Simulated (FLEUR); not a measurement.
# BaTiO3 (Barioperovskite): band structure with LDA

Crystal: BaTiO3 (Barioperovskite).

```
CELL_PARAMETERS angstrom
3.98550 0.00000 0.00000
0.00000 2.83690 2.84515
0.00000 -2.83690 2.84515
ATOMIC_POSITIONS crystal
Ba 0.00000 0.00000 0.00000
Ti 0.50000 0.51240 0.51240
O 0.50000 0.99184 0.50524
O 0.50000 0.50524 0.99184
O 0.00000 0.48740 0.48740
```

```yaml
Program: FLEUR MaX-R8.1 (later development tree)
Task: band structure
Functional: LDA
Potentials_or_basis: all-electron
Basis: FLAPW
Kmax: 5.13 1/bohr
k_mesh: 7 × 7 × 7
Occupations: fermi-dirac, width 0.05 eV
Spin: no spin polarisation
Gmax: 15.9 1/bohr
Muffin-tin_radii: Ba 2.63, Ti 1.91, O 1.46 bohr
lmax: Ba 10, Ti 8, O 8
lnonsphr: Ba 10, Ti 8, O 8
Local_orbitals_a_species: Ba 6, Ti 5, O 3
Max_iterations: 60
Mixing_factor: 0.05
Mixer: Anderson
Mixer_history: 15
Density_convergence: 1e-05 me/bohr^3
```

```json
{
  "Band gap on the k mesh": "1.89 eV, indirect (least direct gap 1.99 eV)",
  "Band gap along the path": "1.82 eV, indirect (least direct gap 1.99 eV)",
  "Valence electrons inside the program's atomic spheres": "Ba 17.42; Ti 9.18; O 4.68 (radii Ba 2.63, Ti 1.91, O 1.46 bohr)"
}
```

Levels at the corners of the path, in eV from the valence-band top:
```
point  band 23  band 24  band 25  band 26  band 27  band 28
    Γ    -0.32    -0.21    -0.17     1.82     1.88     2.05
    X    -0.88    -0.84    -0.10     3.56     3.62     3.97
    S    -1.69    -0.79    -0.71     2.05     3.54     3.57
    R    -0.86    -0.85    -0.05     3.57     3.59     3.97
    A    -0.05    -0.01     0.00     4.18     4.22     4.24
    Z    -1.74    -0.80    -0.74     2.00     3.52     3.60
    Γ    -0.32    -0.21    -0.17     1.82     1.88     2.05
    Y    -0.88    -0.84    -0.10     3.56     3.62     3.97
   X1    -0.88    -0.84    -0.10     3.56     3.62     3.97
   A1    -0.05    -0.01     0.00     4.18     4.22     4.24
    T    -0.05    -0.01     0.00     4.18     4.22     4.24
    Y    -0.88    -0.84    -0.10     3.56     3.62     3.97
    Z    -1.74    -0.80    -0.74     2.00     3.52     3.60
    T    -0.05    -0.01     0.00     4.18     4.22     4.24
```

Core levels (eV from the Fermi level):
| atom | levels |
| --- | --- |
| 1 Ba | 1s1/2 -37181.2, 2s1/2 -5867.7, 2p1/2 -5529.2, 2p3/2 -5147.9, 3s1/2 -1230.5, 3p1/2 -1088.2, 3p3/2 -1014.5, 4s1/2 -233.3, 3d3/2 -763.9, 3d5/2 -748.1, 4p1/2 -181.6, 4p3/2 -166.1 |
| 2 Ti | 1s1/2 -4848.9, 2s1/2 -529.6, 2p1/2 -441.8, 2p3/2 -436.1 |
| 3 O | 1s1/2 -499.9 |
| 4 O | 1s1/2 -499.9 |
| 5 O | 1s1/2 -499.9 |

Run time: 18 min on 1 thread of Intel(R) Xeon(R) 6975P-C (Granite Rapids), with other jobs on the host, peak memory 0.18 GiB.

Caveat: spin-orbit coupling is left out, which moves the levels of the heavy elements. A hybrid or GW would open this gap; LDA tends to underestimate it.
